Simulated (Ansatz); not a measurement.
**MgO (Fm-3m): G0W0 and the starting functional**

```
Mg O
1.0
     0.00000    2.03133    2.03133
     2.03133    0.00000    2.03133
     2.03133    2.03133    0.00000
Mg O
1 1
Direct
  0.00000 0.00000 0.00000
  0.50000 0.50000 0.50000
```

Held fixed (Ansatz):

```json
{
  "datasets": "all-electron datasets in plane waves (scalar-relativistic, Gaussian nuclei)",
  "k mesh": "4×4×4",
  "empty bands": "108",
  "response cutoff": "200 eV",
  "frequencies": "contour deformation",
  "q → 0 term": "analytic weight of Carrier, Rohra and Görling",
  "band sums": "cut at the band count"
}
```

The gap is read direct at Γ, linearised, between the Kohn-Sham band edges among the points solved. ε∞ is the electronic dielectric constant on this mesh. Wave cutoffs: 3300, 4620 eV in the order of the table.

```tsv
orbitals	KS gap (eV)	G0W0 gap (eV)	ε∞
PBE	5.86	8.65	3.1
r²SCAN	6.80	?	?
```

(1) Fill in the row for r²SCAN.

## Answers

(1) G0W0 gap 9.13 eV, ε∞ 2.8.

The cell is a model at fixed atoms and needn't be the relaxed known crystal. The mesh is coarse, so these are values at the stated settings, not converged ones. Band sums or response are cut, so the gap isn't at its basis limit. With r²SCAN or HSE06 the Kohn-Sham levels are generalised ones.
